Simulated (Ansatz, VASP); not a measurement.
# One calculation of Ti, two programs

Contents of INCAR:

```
SYSTEM = Ti
  PREC = Accurate
  ENCUT = 520
  EDIFF = 1E-8
  ISMEAR = -1
  SIGMA = 0.08
  LREAL = .False.
  LASPH = .True.
  NELM = 60
  ALGO = Normal
  ISIF = 2
  LWAVE = .False.
  LCHARG = .False.
  GGA = PS
  LEFG = .True.
  NBANDS = 12
```

File KPOINTS:

```
Automatic mesh
0
Gamma
  17 17 17
  0 0 0
```

POSCAR

```
Ti
1.0
   -1.6075008044      1.6075008044      1.6075008044
    1.6075008044     -1.6075008044      1.6075008044
    1.6075008044      1.6075008044     -1.6075008044
Ti
1
Direct
    0.0000000000      0.0000000000      0.0000000000
```

Input for Ansatz:

```yaml
crystal:
  lattice:
    - [-1.6075008044, 1.6075008044, 1.6075008044]
    - [1.6075008044, -1.6075008044, 1.6075008044]
    - [1.6075008044, 1.6075008044, -1.6075008044]
  atoms:
    - { symbol: Ti, position: [0.0, 0.0, 0.0] }
kpoints:
  mp_grid: { grid: [17, 17, 17] }
scf:
  occupations: { method: fermi_dirac, width: 0.08 }
hamiltonian:
  xc: pbesol
  pseudopotentials: { kind: all_electron, datasets: crystal }
output:
  forces: true
  stress: true
  eigenvalues: true
  efg: { contact_densities: true }
```

Change from the starting cell: volume scaled by 0.94, crystal datasets.

Alike in both runs: task electric field gradients; functional PBEsol; k mesh 17 × 17 × 17; occupations fermi-dirac, width 0.08 eV; no spin polarisation.

```csv
,VASP,Ansatz
version,VASP 6.6.1,Ansatz 0.2.0
potentials or method,"VASP PAW PBE potentials, release 64 (Ti_sv)","all-electron PAW with datasets made for the crystal, scalar-relativistic"
plane-wave cutoff (eV),520,see its input
```

VASP gave:

* pressure (GPa): -0.6
* Vzz of the field gradient on the site that differs most (V/Å²): 0.0

**Question.** What did Ansatz give for the same quantities?

**Answer.** Pressure (GPa): -0.3; Vzz of the field gradient on the site that differs most (V/Å²): 0.0.

Ansatz ran all-electron here, so the differences hold the error of VASP's frozen core and of both bases.

Caveats: the PAW data sets were made with another functional, which shifts forces and pressure a little (VASP).
